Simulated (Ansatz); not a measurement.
# Li16H16F: the cost of one run

Computed with Ansatz 0.2.0 (DFT PBE, scalar-relativistic, plane waves, PAW, unless a step's input says otherwise).

3 further runs of the same task are left out: 3 set aside as unsound or not needed.

## Step 1: Starting point

The structure is cubic, space group Fm-3m (No. 225). The conventional cell has a = 4.007 Å, b = 4.007 Å, c = 4.007 Å, α = 90.00°, β = 90.00°, γ = 90.00°. Around Li (site symmetry m-3m) lie 6 H at 2.00 Å. H (site symmetry m-3m) is surrounded by 6 Li at 2.00 Å.

Structure file:

```cif
data_structure
_symmetry_space_group_name_H-M 'P 1'
_symmetry_Int_Tables_number 1
_cell_length_a 2.8334
_cell_length_b 2.8334
_cell_length_c 2.8334
_cell_angle_alpha 60.000
_cell_angle_beta 60.000
_cell_angle_gamma 60.000
_cell_volume 16.09
loop_
_atom_site_label
_atom_site_type_symbol
_atom_site_fract_x
_atom_site_fract_y
_atom_site_fract_z
_atom_site_occupancy
Li1 Li 0.00000 0.00000 0.00000 1
H1 H 0.50000 0.50000 0.50000 1
```

It goes back to an entry of the Materials Project.

It is the result of an earlier relaxation at this level (volume 8.04 Å³/atom; gap on the mesh: 2.98 eV).

The host's static dielectric tensor, from an earlier linear-response run, has a mean of 14.94.

The perfect supercell (rows -3 1 1; 1 -3 1; 1 1 1 in vectors of this cell) comes from an earlier run at this level (32 atoms, E(σ→0) -3542.2186 eV, gap 3.67 eV on its own mesh).

## Step 2: Making the defect

The extra atom is put at (0.000, 0.000, 0.250) of the supercell, the middle of a void of radius 1.74 Å. The other atoms start on their ideal sites. Its neighbours are 4 Li at 1.74 Å, 4 H at 1.74 Å.

## Step 3: Charge state 0

input.yaml reads:

```yaml
crystal:
  lattice:
    - [4.0071000521, -4.0071000521, -4.0071000521]
    - [-4.0071000521, 4.0071000521, -4.0071000521]
    - [4.0071000521, 4.0071000521, 4.0071000521]
  atoms:
    - { symbol: Li, position: [0.5, 0.25, 0.25] }
    - { symbol: Li, position: [0.5, 0.0, 0.5] }
    - { symbol: Li, position: [0.25, 0.5, 0.25] }
    - { symbol: Li, position: [0.5, 0.75, 0.75] }
    - { symbol: Li, position: [0.25, 0.25, 0.5], spin: 0.111 }
    - { symbol: Li, position: [0.5, 0.5, 0.0] }
    - { symbol: Li, position: [0.25, 0.0, 0.75] }
    - { symbol: Li, position: [0.0, 0.75, 0.25], spin: 0.111 }
    - { symbol: Li, position: [0.0, 0.5, 0.5] }
    - { symbol: Li, position: [0.25, 0.75, 0.0] }
    - { symbol: Li, position: [0.75, 1.0, 0.25], spin: 0.111 }
    - { symbol: Li, position: [0.0, 0.25, 0.75] }
    - { symbol: Li, position: [0.0, 0.0, 0.0], spin: 0.111 }
    - { symbol: Li, position: [0.75, 0.75, 0.5] }
    - { symbol: Li, position: [0.75, 0.5, 0.75] }
    - { symbol: Li, position: [0.75, 0.25, 0.0] }
    - { symbol: H, position: [0.75, 0.25, 0.5] }
    - { symbol: H, position: [0.75, 0.0, 0.75] }
    - { symbol: H, position: [0.5, 0.5, 0.5] }
    - { symbol: H, position: [0.75, 0.75, 0.0], spin: 0.111 }
    - { symbol: H, position: [0.5, 0.25, 0.75] }
    - { symbol: H, position: [0.75, 0.5, 0.25] }
    - { symbol: H, position: [0.5, 0.0, 0.0] }
    - { symbol: H, position: [0.25, 0.75, 0.5] }
    - { symbol: H, position: [0.25, 0.5, 0.75] }
    - { symbol: H, position: [0.5, 0.75, 0.25] }
    - { symbol: H, position: [0.0, 0.0, 0.5], spin: 0.111 }
    - { symbol: H, position: [0.25, 0.25, 0.0] }
    - { symbol: H, position: [0.25, 0.0, 0.25], spin: 0.111 }
    - { symbol: H, position: [0.0, 0.75, 0.75] }
    - { symbol: H, position: [0.0, 0.5, 0.0] }
    - { symbol: H, position: [0.0, 0.25, 0.25], spin: 0.111 }
    - { symbol: F, position: [0.0, 0.0, 0.25], spin: 0.111 }
  host:
    lattice:
      - [0.0, 2.003550026, 2.003550026]
      - [2.003550026, 0.0, 2.003550026]
      - [2.003550026, 2.003550026, 0.0]
    atoms:
      - { symbol: Li, position: [0.0, 0.0, 0.0] }
      - { symbol: H, position: [0.5, 0.5, 0.5] }
basis:
  ecutwfc: 420
  xc_grid: 2
kpoints:
  mp_grid: { grid: [2, 2, 2], shift: [0.5, 0.5, 0.5] }
hamiltonian:
  xc: pbe
scf:
  occupations: { method: gaussian, width: 0.01 }
output:
  forces: true
  stress: false
  eigenvalues: true
  populations: true
  charged_corrections:
    defect_position: [0.0, 0.0, 0.25]
    epsilon: [[14.9362, 0.0, 0.0], [0.0, 14.9362, 0.0], [0.0, 0.0, 14.9362]]
  write_density: true
  write_potential: true
  elf: true
  volumetric_format: npy
magnetization:
  spin_polarized: true
relax:
  adjacent_minimum: "off"
  f_tol: 0.025
  max_steps: 45
```

On the command line:

```bash
$ ansatz run input.yaml --threads 4 --pin off --max-ram 6144MiB --backend cpu --events-out ev --progress --plain --runs-dir out
```

**Question.** How long does this run take on 4 threads of an x86-64 CPU, shared host, and how much memory does it need?

About 13 s, with a peak of 0.73 GiB.
